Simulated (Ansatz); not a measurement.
**Trial structures of B: starts and ends**

The calculation used Ansatz 0.2.0, DFT PBE, scalar-relativistic, plane waves, PAW. All cells share a 420 eV cutoff and Γ-centred k meshes spaced at most about 0.3 Å⁻¹ (about 0.25 or finer for metals, 2π included). No spin polarisation in the final relaxations.

Each guess was relaxed in cell and atoms at zero pressure, within the symmetry of its start. These are static total energies at zero pressure. Coordination counts all near atoms (those within 1.25 times the shortest such distance or 1.15 times the sum of covalent radii; a plus sign parts nearer from farther groups; a slash parts the counts of unlike sites).

```csv
guess,made from,start group,V start (Å³/atom),end group,V end (Å³/atom),coordination at the end,gap on mesh (eV),E over the lowest end (meV/atom)
1,"3-, 4-connected net of one element",Amm2,8.8,?,?,?,?,?
2,4-connected net of one element,P1,7.5,C2/m,6.6,B 6/7,0,0
3,4-connected net of one element,Pnnm,7.9,Pnnm,6.9,B 3+1/7,0,296
4,"4-, 5-connected net of one element",P-1,5.6,R-3m,6.9,B 6/4+3,0,121
5,4-connected net of one element,C2/m,6.9,C2/m,8.5,B 4/6,0,204
6,5-connected net of one element,C2/c,8.2,C2/c,8.4,B 6,0,150
7,4-connected net of one element,Cmme,7.4,Cmme,7.9,B 4/5,0,207
```

Guess 1 as it starts:

```cif
data_structure
_symmetry_space_group_name_H-M 'P 1'
_symmetry_Int_Tables_number 1
_cell_length_a 4.8314
_cell_length_b 3.9426
_cell_length_c 3.9426
_cell_angle_alpha 110.731
_cell_angle_beta 90.000
_cell_angle_gamma 90.000
_cell_volume 70.24
loop_
_atom_site_label
_atom_site_type_symbol
_atom_site_fract_x
_atom_site_fract_y
_atom_site_fract_z
_atom_site_occupancy
B1 B 0.21898 0.51024 0.01683 1
B2 B 0.78102 0.01683 0.51024 1
B3 B 0.21898 0.01683 0.51024 1
B4 B 0.78102 0.51024 0.01683 1
B5 B 0.00000 0.83828 0.18569 1
B6 B 0.00000 0.18569 0.83828 1
B7 B 0.50000 0.20636 0.45410 1
B8 B 0.50000 0.45410 0.20636 1
```

Task: Fill in the missing row: what does this guess relax into, and where does it rank?

Result: It ends in space group I4/mmm (No. 139), with a = 2.736 Å, c = 7.966 Å, 7.5 Å³/atom and no gap. It lies 19 meV/atom over the lowest end, above guess 2 and below guess 4. Counting all near atoms, this end has B 5/8 and the lowest (guess 2) has B 6/7.

```
B
1.0
    -1.36793    1.36793    3.98320
     1.36793   -1.36793    3.98320
     1.36793    1.36793   -3.98320
B
4
Direct
  0.75000 0.25000 0.50000
  0.25000 0.75000 0.50000
  0.39516 0.39516 0.00000
  0.60484 0.60484 0.00000
```

The k mesh leaves some 4 meV/atom of noise in the energy of each metallic cell. Cells relaxed within their symmetry can be saddle points. The part of the Crystallography Open Database at hand lists B in space groups No. 58, 134, 166; sharing a group (Pnnm and R-3m) doesn't make a cell the listed structure. Some structure types and database cells were kept out of the candidates from the start, so a known form may be missing.
